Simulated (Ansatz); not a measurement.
# BaS: relaxation of cell and atoms

Theory: DFT, PBE, all-electron LAPW, scalar-relativistic (Ansatz 0.2.0).

Command: `ansatz run input.yaml --threads 1 --pin off --max-ram 2048MiB --backend cpu --events-out ev --progress --plain --runs-dir out` The run took about 8.4 s on 1 thread of a shared machine.

```yaml
crystal:
  lattice:
    - [0.0, 3.2767414078, 3.2767414078]
    - [3.2767414078, 0.0, 3.2767414078]
    - [3.2767414078, 3.2767414078, 0.0]
  atoms:
    - { symbol: Ba, position: [0.0, 0.0, 0.0] }
    - { symbol: S, position: [0.5, 0.5, 0.5] }
kpoints:
  mp_grid: { grid: [7, 7, 7] }
scf:
  occupations: { method: fermi_dirac, width: 0.02 }
hamiltonian:
  xc: pbe
  pseudopotentials: { kind: all_electron, lapw: { basis_error: 0.001 } }
output:
  forces: true
  stress: true
relax:
  f_tol: 0.005
  max_steps: 80
  cell: {}
```

No spin–orbit coupling, which matters for the heavy atoms here.

The geometry is COD entry 9008600, unchecked; take it as a test cell. The listed cell was then made from it by scaling, straining or moving an atom.

Each frame lists the cell vectors (Å), then Cartesian positions (Å); symmetry keeps all forces zero. Free energies count from the first step, -232239.1925 eV.

The walk took 4 evaluations in all; steps that aren't listed are left out.

Step 1: E = 0.0 meV, P = -2.12 GPa

```
cell 0.0000 3.2767 3.2767 3.2767 0.0000 3.2767 3.2767 3.2767 0.0000
Ba    0.0000    0.0000    0.0000
S     3.2767    3.2767    3.2767
```

Step 2: E = -27.1 meV, P = 0.30 GPa

```
cell 0.0000 3.2065 3.2065 3.2065 0.0000 3.2065 3.2065 3.2065 0.0000
Ba    0.0000    0.0000    0.0000
S     3.2065    3.2065    3.2065
```

How does the relaxation end?

It converges, with a = 6.430 Å, b = 6.430 Å, c = 6.430 Å, α = 90.00°, β = 90.00°, γ = 90.00° (conventional cell, space group Fm-3m). The last solve (on a basis chosen afresh for the final cell, so its energy is not quite comparable) gives E = -27.6 meV, P = -0.03 GPa:
```
cell 0.0000 3.2150 3.2150 3.2150 0.0000 3.2150 3.2150 3.2150 0.0000
Ba    0.0000    0.0000    0.0000
S     3.2150    3.2150    3.2150
```
